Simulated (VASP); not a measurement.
**A VASP 6.6.1 single-point calculation on GaAs**

INCAR

```
LREAL = .FALSE.
ISMEAR = -4
LCHARG = .FALSE.
SIGMA = 0.5
LWAVE = .FALSE.
NELM = 50
LASPH = .TRUE.
IBRION = -1
ALGO = Conjugate
ISIF = 2
NSW = 0
NBANDS = 16
ENCUT = 520
EDIFF = 1E-7
ISPIN = 2
GGA = PE
MAGMOM = -0.5 0.5
PREC = Accurate
```

KPOINTS

```
KPOINTS created by Atomic Simulation Environment
0
Gamma
8 8 8
0 0 0
```

POSCAR

```
Ga As
 1.0000000000000000
     0.0000000000000000    2.7197616916000000    2.9278579822999999
     2.7197616916000000    0.0000000000000000    2.9278579822999999
     2.7197616916000000    2.7197616916000000    0.0000000000000000
 Ga  As
   1   1
Cartesian
  0.0000000000000000  0.0000000000000000  0.0000000000000000
  1.3598808458000000  1.3598808458000000  1.4639289911500000
```

The recommended PBE PAW datasets give the neutral cell 18 valence electrons.

Command

```
mpirun -np 1 vasp_std
```

OSZICAR

```
N       E                     dE             d eps       ncg     rms           ort
DAV:   1     0.832741502245E+02    0.83274E+02   -0.93612E+03   944   0.185E+03
DAV:   2    -0.182439481370E+01   -0.85099E+02   -0.81278E+02   944   0.312E+02
DAV:   3    -0.815800604462E+01   -0.63336E+01   -0.63148E+01   944   0.655E+01
DAV:   4    -0.825306286761E+01   -0.95057E-01   -0.95047E-01   944   0.897E+00
DAV:   5    -0.825433808485E+01   -0.12752E-02   -0.12752E-02   944   0.923E-01
SDA:   6    -0.797422608838E+01    0.28011E+00   -0.12752E-02   944   0.653E+00   0.000E+00
CGA:   7    -0.810422071125E+01   -0.12999E+00   -0.13000E+00   944   0.169E+00   0.269E-02
CGA:   8    -0.814456300264E+01   -0.40342E-01   -0.40318E-01   944   0.245E-01   0.647E-03
CGA:   9    -0.815132526365E+01   -0.67623E-02   -0.67313E-02   944   0.853E-02   0.418E-03
CGA:  10    -0.815407812996E+01   -0.27529E-02   -0.27168E-02   944   0.156E-02   0.305E-03
CGA:  11    -0.815462381752E+01   -0.54569E-03   -0.53332E-03   944   0.677E-03   0.972E-04
CGA:  12    -0.815484081938E+01   -0.21700E-03   -0.21395E-03   944   0.137E-03   0.370E-04
CGA:  13    -0.815490442705E+01   -0.63608E-04   -0.61483E-04   944   0.615E-04   0.936E-05
CGA:  14    -0.815492220164E+01   -0.17775E-04   -0.17767E-04   944   0.139E-04   0.212E-06
CGA:  15    -0.815492831934E+01   -0.61177E-05   -0.62690E-05   944   0.480E-05  -0.814E-06
CGA:  16    -0.815492943585E+01   -0.11165E-05   -0.11113E-05   944   0.113E-05  -0.165E-06
CGA:  17    -0.815492981982E+01   -0.38398E-06   -0.39114E-06   944   0.463E-06  -0.888E-07
CGA:  18    -0.815492992768E+01   -0.10786E-06   -0.10606E-06   944   0.149E-06  -0.542E-07
CGA:  19    -0.815492996321E+01   -0.35529E-07   -0.35325E-07   944   0.774E-07  -0.207E-07
   1 F= -.81549300E+01 E0= -.81549300E+01  d E =0.000000E+00  mag=    -0.0000
```

It converged. Results: pressure 6.9 GPa; magnetic moment of the cell 0.00 μB.

For comparison, a separate PBE run of the intended cell, on usual settings and not on those above, gives a gap of 0.63 eV on its mesh and a pressure of 6.9 GPa.

The run above took about 1.8 min on one core of a shared host (Intel Xeon Platinum 8488C) and held 0.3 GiB at most.
